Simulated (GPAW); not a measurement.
# B/Ru(0001) in an electric field, part 2 of 2

Aim: the dipole that a field along the normal induces in B/Ru(0001).

GPAW 26.7.0; GPAW, PAW setups; slab in vacuum, relaxation (the session's first sound run).

So far, upper work function (eV): step 2 (relaxation) 4.04; step 3 (plane waves, PBE) 4.04.

## (5) In a field

The input, run.py:

```python
import json
import numpy as np
from ase import Atoms
from gpaw import GPAW, PW
from gpaw.external import ConstantElectricField

slab = Atoms(
    ['Ru', 'Ru', 'Ru', 'Ru', 'B'],
    positions=[
        [2.70000, 1.55885, 9.00000],
        [0.00000, 0.00000, 11.13840],
        [2.70000, 1.55885, 13.24533],
        [0.00000, -0.00000, 15.59152],
        [1.35000, 0.77942, 16.87624]],
    cell=[[2.7, 0.0, 0.0], [1.35, 2.33827, 0.0], [0.0, 0.0, 26.10635]],
    pbc=[True, True, False])

slab.calc = GPAW(mode=PW(500), xc='PBE', kpts={'size': (13, 13, 1), 'gamma': True},
                 occupations={'name': 'fermi-dirac', 'width': 0.1}, nbands='200%',
                 convergence={'density': 1e-05}, maxiter=200,
                 poissonsolver={'dipolelayer': 'xy'},
                 external=ConstantElectricField(-0.1, [0, 0, 1]),
                 symmetry={'tolerance': 1e-3}, txt='slab.txt')
result = {}
energy = slab.get_potential_energy()
fermi = slab.calc.get_fermi_level()
v = slab.calc.get_electrostatic_potential().mean((0, 1)) - fermi
n = slab.calc.get_pseudo_density().mean((0, 1))
L = slab.cell[2, 2]
z = np.arange(len(v)) * L / len(v)
low, high = slab.positions[:, 2].min(), slab.positions[:, 2].max()
below, above = np.interp([low - 6.8, high + 6.8], z, v)
slopes = [np.interp(x, z, np.gradient(v, z)) for x in (low - 6.8, high + 6.8)]
eps = np.array([[slab.calc.get_eigenvalues(k, s) for k in range(len(slab.calc.get_ibz_k_points()))]
                for s in range(slab.calc.get_number_of_spins())]) - fermi
top, bottom = eps[eps < 0].max(), eps[eps > 0].min()
dipole = slab.get_dipole_moment()[2]
print(f'energy {energy:.4f} eV, Fermi level {fermi:.4f} eV, dipole {dipole:.5f} e A')
print(f'potential 6.8 A off the faces, from the Fermi level: lower {below:.4f} eV, upper {above:.4f} eV')
print(f'slope of the potential there: lower {slopes[0]:.5f}, upper {slopes[1]:.5f} eV/A')
print(f'nearest levels on the mesh: {top:.4f} and {bottom:.4f} eV')
print('magnetic moment', round(slab.get_magnetic_moment(), 3))
result.update(energy=energy, fermi=fermi, dipole=dipole, below=below, above=above, slopes=slopes, edges=[top, bottom],
              z=z.tolist(), v=v.tolist(), n=n.tolist(), positions=slab.positions.tolist(),
              forces=slab.get_forces(apply_constraint=False).tolist(), moments=slab.get_magnetic_moments().tolist())
json.dump(result, open('result.json', 'w'))
```

Command:

```sh
$ OMP_NUM_THREADS=1 OPENBLAS_NUM_THREADS=1 python run.py
```

The program printed:

```text
energy -41.5291 eV, Fermi level 2.0834 eV, dipole -0.00331 e A
potential 6.8 A off the faces, from the Fermi level: lower 4.4675 eV, upper 4.5622 eV
slope of the potential there: lower 0.00001, upper 0.00004 eV/A
nearest levels on the mesh: -0.0527 and 0.0138 eV
magnetic moment 0.0
```

Run time: 8.6 min. Hardware: 1 thread of AMD EPYC 7B13 (Zen 3), shared host; peak memory 0.71 GiB.

This step gave:

* dipole along the normal: -0.003306 e·Å
* levels nearest the Fermi level on the mesh: -0.05274, 0.01377 eV from the Fermi level
* potential below the slab, the applied field's own ramp left out: 4.468 eV from the Fermi level
* potential above the slab, the applied field's own ramp left out: 4.562 eV from the Fermi level

The electrostatic potential energy of an electron (without an applied field's), less the Fermi level, planar mean oscillates, so the rows of the table below give means over windows of 2.13 Å about each position, cut where the curve ends. Its maxima inside the range that stand out by 2 % of the span (Å: eV): 10.1: -2.17, 12.2: -2.40, 14.4: -0.208, 16.4: -8.59. Its minima: 9.0: -28.4, 11.1: -28.7, 13.2: -28.2, 15.6: -28.3, 16.8: -13.1.

The electrostatic potential energy of an electron (without an applied field's), less the Fermi level, planar mean by z; means over each step:

z (Å), electrostatic potential energy of an electron (without an applied field's), less the Fermi level, planar mean (eV) and a bar from the least value:
```
     1.06        4.5 ##############################
     3.19        4.5 ##############################
     5.32        4.5 ##############################
     7.46        1.0 #########################
     9.58      -13.7 ####
    11.71      -14.0 ###
    13.84      -12.2 ######
    15.97      -16.3 
    18.11        1.5 ##########################
    20.23        4.5 ##############################
    22.36        4.6 ##############################
    24.50        4.6 ##############################
```

Force by atom:

| atom | x (eV/Å) | y (eV/Å) | z (eV/Å) | size |
| --- | --- | --- | --- | --- |
| Ru1 | 0.000 | 0.000 | 0.623 | 0.623 |
| Ru2 | 0.000 | 0.000 | -0.616 | 0.616 |
| Ru3 | 0.000 | 0.000 | -0.017 | 0.017 |
| Ru4 | 0.000 | 0.000 | 0.012 | 0.012 |
| B5 | 0.000 | 0.000 | -0.001 | 0.001 |

The dipole is now -0.00331 e Å, against 0.035 in the run without a field.

## (6) In a field

Edit run.py of step 5 so:

```diff
@@ -21,3 +21,3 @@
                  poissonsolver={'dipolelayer': 'xy'},
-                 external=ConstantElectricField(-0.1, [0, 0, 1]),
+                 external=ConstantElectricField(-0.05, [0, 0, 1]),
                  symmetry={'tolerance': 1e-3}, txt='slab.txt')
```

The program printed:

```text
energy -41.5295 eV, Fermi level 2.0740 eV, dipole 0.01600 e A
potential 6.8 A off the faces, from the Fermi level: lower 4.7603 eV, upper 4.3016 eV
slope of the potential there: lower 0.00001, upper 0.00003 eV/A
nearest levels on the mesh: -0.0527 and 0.0138 eV
magnetic moment 0.0
```

Run time: 8.3 min. Hardware: 1 thread; peak memory 0.71 GiB.

## (7) Field on

Edit run.py of step 6 so:

```diff
@@ -21,3 +21,3 @@
                  poissonsolver={'dipolelayer': 'xy'},
-                 external=ConstantElectricField(-0.05, [0, 0, 1]),
+                 external=ConstantElectricField(0.05, [0, 0, 1]),
                  symmetry={'tolerance': 1e-3}, txt='slab.txt')
```

The program printed:

```text
energy -41.5333 eV, Fermi level 2.0541 eV, dipole 0.05452 e A
potential 6.8 A off the faces, from the Fermi level: lower 5.3465 eV, upper 3.7837 eV
slope of the potential there: lower 0.00001, upper 0.00003 eV/A
nearest levels on the mesh: -0.0523 and 0.0139 eV
magnetic moment 0.0
```

The job ended after 8.4 min (1 thread; peak memory 0.71 GiB).

The electrostatic potential energy of an electron (without an applied field's), less the Fermi level, planar mean oscillates, so the rows of the table below give means over windows of 2.13 Å about each position, cut where the curve ends. Its maxima inside the range that stand out by 2 % of the span (Å: eV): 3.0: 5.35, 10.1: -1.72, 12.2: -2.27, 14.4: -0.410, 16.4: -9.10. Its minima: 9.0: -27.8, 11.1: -28.4, 13.2: -28.3, 15.6: -28.7, 16.8: -13.7.

The electrostatic potential energy of an electron (without an applied field's), less the Fermi level, planar mean by z; means over each step:

z (Å), electrostatic potential energy of an electron (without an applied field's), less the Fermi level, planar mean (eV) and a bar from the least value:
```
     1.06        5.3 ##############################
     3.19        5.3 ##############################
     5.32        5.3 ##############################
     7.46        1.8 #########################
     9.58      -13.2 #####
    11.71      -13.8 ####
    13.84      -12.3 ######
    15.97      -16.8 
    18.11        0.8 ########################
    20.23        3.8 ############################
    22.36        3.8 ############################
    24.50        3.8 ############################
```

## (8) Field on

Edit run.py of step 7 so:

```diff
@@ -21,3 +21,3 @@
                  poissonsolver={'dipolelayer': 'xy'},
-                 external=ConstantElectricField(0.05, [0, 0, 1]),
+                 external=ConstantElectricField(0.1, [0, 0, 1]),
                  symmetry={'tolerance': 1e-3}, txt='slab.txt')
```

The program printed:

```text
energy -41.5366 eV, Fermi level 2.0437 eV, dipole 0.07377 e A
potential 6.8 A off the faces, from the Fermi level: lower 5.6403 eV, upper 3.5258 eV
slope of the potential there: lower 0.00001, upper 0.00003 eV/A
nearest levels on the mesh: -0.0521 and 0.0139 eV
magnetic moment 0.0
```

The job ended after 8.8 min (1 thread; peak memory 0.71 GiB).

The electrostatic potential energy of an electron (without an applied field's), less the Fermi level, planar mean by z:

z (Å), electrostatic potential energy of an electron (without an applied field's), less the Fermi level, planar mean (eV) and a bar from the least value:
```
      0.0        4.6 #############################
      0.5        5.6 ##############################
      1.0        5.6 ##############################
      1.5        5.6 ##############################
      2.0        5.6 ##############################
      2.5        5.6 ##############################
      3.0        5.6 ##############################
      3.5        5.6 ##############################
      4.0        5.6 ##############################
      4.5        5.6 ##############################
      5.0        5.6 ##############################
      5.5        5.6 ##############################
      6.0        5.6 ##############################
      6.5        5.5 ##############################
      7.0        5.2 ##############################
      7.5        4.1 #############################
      8.0        0.4 #########################
      8.5      -12.4 ##############
      9.0      -27.5 
      9.5      -12.8 ##############
     10.0       -1.8 #######################
     10.5       -8.4 #################
     11.0      -26.5 #
     11.5      -19.0 ########
     12.0       -3.6 ######################
     12.5       -5.6 ####################
     13.0      -23.4 ####
     13.5      -23.0 ####
     14.0       -5.1 ####################
     14.5       -0.7 ########################
     15.0      -10.0 ################
     15.5      -27.9 
     16.0      -18.5 ########
     16.5       -9.6 ################
     17.0      -12.2 ##############
     17.5       -1.5 ########################
     18.0        2.2 ###########################
     18.5        3.2 ############################
     19.0        3.4 ############################
     19.5        3.5 ############################
     20.0        3.5 ############################
     20.5        3.5 ############################
     21.0        3.5 ############################
     21.5        3.5 ############################
     22.0        3.5 ############################
     22.5        3.5 ############################
     23.0        3.5 ############################
     23.5        3.5 ############################
     24.0        3.5 ############################
     24.5        3.5 ############################
     25.0        3.5 ############################
     25.5        3.5 ############################
     26.0        4.3 #############################
```

The dipole is now 0.0738 e Å, against 0.035 in the run without a field.

## (9) Field on

Edit run.py of step 8 so:

```diff
@@ -21,3 +21,3 @@
                  poissonsolver={'dipolelayer': 'xy'},
-                 external=ConstantElectricField(0.1, [0, 0, 1]),
+                 external=ConstantElectricField(0.2, [0, 0, 1]),
                  symmetry={'tolerance': 1e-3}, txt='slab.txt')
```

The program printed:

```text
energy -41.5461 eV, Fermi level 2.0218 eV, dipole 0.11231 e A
potential 6.8 A off the faces, from the Fermi level: lower 6.2304 eV, upper 3.0113 eV
slope of the potential there: lower -0.00001, upper 0.00006 eV/A
nearest levels on the mesh: -0.0517 and 0.0141 eV
magnetic moment 0.0
```

Run time: 10 min. Hardware: 1 thread; peak memory 0.71 GiB.

The dipole is now 0.112 e Å, against 0.035 in the run without a field.

## (10) In a field

Edit run.py of step 9 so:

```diff
@@ -21,3 +21,3 @@
                  poissonsolver={'dipolelayer': 'xy'},
-                 external=ConstantElectricField(0.2, [0, 0, 1]),
+                 external=ConstantElectricField(0.3, [0, 0, 1]),
                  symmetry={'tolerance': 1e-3}, txt='slab.txt')
```

The program printed:

```text
energy -41.5595 eV, Fermi level 1.9987 eV, dipole 0.15082 e A
potential 6.8 A off the faces, from the Fermi level: lower 6.8221 eV, upper 2.4994 eV
slope of the potential there: lower 0.00000, upper 0.00003 eV/A
nearest levels on the mesh: -0.0514 and 0.0141 eV
magnetic moment 0.0
```

The job ended after 9.2 min (1 thread; peak memory 0.71 GiB).

Electrostatic potential energy of an electron (without an applied field's), less the Fermi level, planar mean against z:

| z (Å) | electrostatic potential energy of an electron (without an applied field's), less the Fermi level, planar mean (eV) |
| --- | --- |
| 0.0 | 4.66 |
| 0.5 | 6.82 |
| 1.0 | 6.82 |
| 1.5 | 6.82 |
| 2.0 | 6.82 |
| 2.5 | 6.82 |
| 3.0 | 6.82 |
| 3.5 | 6.82 |
| 4.0 | 6.82 |
| 4.5 | 6.82 |
| 5.0 | 6.82 |
| 5.5 | 6.81 |
| 6.0 | 6.78 |
| 6.5 | 6.68 |
| 7.0 | 6.35 |
| 7.5 | 5.23 |
| 8.0 | 1.42 |
| 8.5 | -11.5 |
| 9.0 | -26.7 |
| 9.5 | -12.0 |
| 10.0 | -1.16 |
| 10.5 | -7.84 |
| 11.0 | -26.1 |
| 11.5 | -18.7 |
| 12.0 | -3.36 |
| 12.5 | -5.53 |
| 13.0 | -23.3 |
| 13.5 | -23.1 |
| 14.0 | -5.30 |
| 14.5 | -0.954 |
| 15.0 | -10.4 |
| 15.5 | -28.4 |
| 16.0 | -19.1 |
| 16.5 | -10.3 |
| 17.0 | -13.0 |
| 17.5 | -2.44 |
| 18.0 | 1.23 |
| 18.5 | 2.19 |
| 19.0 | 2.42 |
| 19.5 | 2.48 |
| 20.0 | 2.49 |
| 20.5 | 2.50 |
| 21.0 | 2.50 |
| 21.5 | 2.50 |
| 22.0 | 2.50 |
| 22.5 | 2.50 |
| 23.0 | 2.50 |
| 23.5 | 2.50 |
| 24.0 | 2.50 |
| 24.5 | 2.50 |
| 25.0 | 2.50 |
| 25.5 | 2.50 |
| 26.0 | 3.98 |

The dipole is now 0.151 e Å, against 0.035 in the run without a field.

## (11) The series

The members are put on one axis.

This step: induced dipole against applied field (GPAW 26.7.0).

Table of dipole along the normal by field:

| field (V/Å) | dipole along the normal (e·Å) |
| --- | --- |
| -0.200 | -0.0419 |
| -0.100 | -0.00331 |
| -0.050 | 0.0160 |
| 0.000 | 0.0353 |
| 0.050 | 0.0545 |
| 0.100 | 0.0738 |
| 0.200 | 0.112 |
| 0.300 | 0.151 |

## (12) A changed run

One more run, with changed settings.

This step: GPAW, PAW setups; slab in vacuum (GPAW 26.7.0).

Edit run.py of step 10 so:

```diff
@@ -4,3 +4,2 @@
 from gpaw import GPAW, PW
-from gpaw.external import ConstantElectricField
 
@@ -18,6 +17,5 @@
 slab.calc = GPAW(mode=PW(500), xc='PBE', kpts={'size': (13, 13, 1), 'gamma': True},
-                 occupations={'name': 'fermi-dirac', 'width': 0.1}, nbands='200%',
-                 convergence={'density': 1e-05}, maxiter=200,
+                 occupations={'name': 'fermi-dirac', 'width': 0.1}, nbands='80%',
+                 convergence={'density': 1e-05}, maxiter=100,
                  poissonsolver={'dipolelayer': 'xy'},
-                 external=ConstantElectricField(0.3, [0, 0, 1]),
                  symmetry={'tolerance': 1e-3}, txt='slab.txt')
```

The program printed:

```text
ValueError: Too few bands!  Electrons: 67.0, bands: 80%
```

Run time: 0.95 s. Hardware: 1 thread; peak memory 0.1 GiB.

The input was rejected at the start.

The program's message: “ValueError: Too few bands! Electrons: 67.0, bands: 80%”

The change that led to it: nbands = "80 % of the filled bands".

## (13) Summary of results

```yaml
work_function_upper_and_lower_face: 4.043 and 5.053 eV
dipole_along_the_normal: 0.0353 e Å
induced_dipole_per_field: 0.385 e Å per V/Å
out_of_plane_polarisability_per_area_alpha_eps_0_a: 11.0 Å
```

**Reading.** The field induces 0.385 e Å per V/Å, a polarisable thickness α/(ε0 A) of 11.0 Å beside 7.88 Å between the outermost nuclei. A perfect conductor would give the distance between its two image planes; a dielectric of thickness t gives t(1 - 1/ε). The two faces differ by 1.0 eV, the step that the slab's dipole makes (e p/(ε0 A) gives 1.0 eV), so the dipole layer is needed. The induced dipole is linear in the field over this range. The cell of 6.31 Å² holds one B, started on one chosen site; other sites and coverages weren't tried. The in-plane lattice was kept as typed, which isn't the functional's own and leaves some strain; spin-orbit coupling and temperature are left out.

[Logs are printed without paths, hosts, clocks, repeated set-up lines and the standing remarks that a program may print on its own settings, such as how far it seeks lower states.]

[Hosts, paths, dates, database ids (printed as entryN), source tags and the programs' standing remarks are cut or masked in the printed files.]
